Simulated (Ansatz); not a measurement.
Te (P3_121) under several functionals

Plane-wave DFT in Ansatz with scalar-relativistic PAW potentials. The same structure was relaxed (cell and atoms, symmetry kept) in separate runs at each level. No spin polarisation.

| level | cutoff (eV) | k mesh | V (Å³/atom) | a (Å) | c (Å) | gap (eV) | B0 (GPa) |
| --- | --- | --- | --- | --- | --- | --- | --- |
| PBEsol | 420 | 12×12×8 | 32.041 | 4.319 | 5.951 | 0.00 | 33 |
| PBE+D3(BJ) | 420 | 12×12×8 | 32.119 | 4.319 | 5.966 | 0.00 | – |
| PBE | 420 | 12×12×8 | 35.090 | 4.518 | 5.956 | 0.21 | 17 |

Where does r2SCAN (500 eV, k mesh 12×12×6) fall?

V (Å³/atom) 36.356, a (Å) 4.618, c (Å) 5.905, gap (eV) 0.54. Its volume is the largest of the set. The usual order of volumes, PBEsol < PBE, holds here (32.041, 35.090 Å³/atom). As a rule PBEsol, built on the gradient expansion of slowly varying densities, lies between LDA and PBE; PBE's stronger gradient term for exchange weakens bonds. Adding D3 to PBE changes the volume by -8.5 %; the term is attractive, so it pulls cells in. r2SCAN lies 3.6 % over PBE in volume. B0 goes from 32.5 to 17.3 GPa as the volume grows by 9.5 %; on one curve with B' = 9.1 the volume alone, B ∝ V^(−B'), would give 14.2 GPa, and the rest of the difference is the functional's own stiffness. Each gap belongs to its own cell, so it mixes the functional's effect with that of the volume; gaps are the least found on the k mesh or on a band path.

Spin-orbit coupling is left out, which matters for the bands of heavy elements.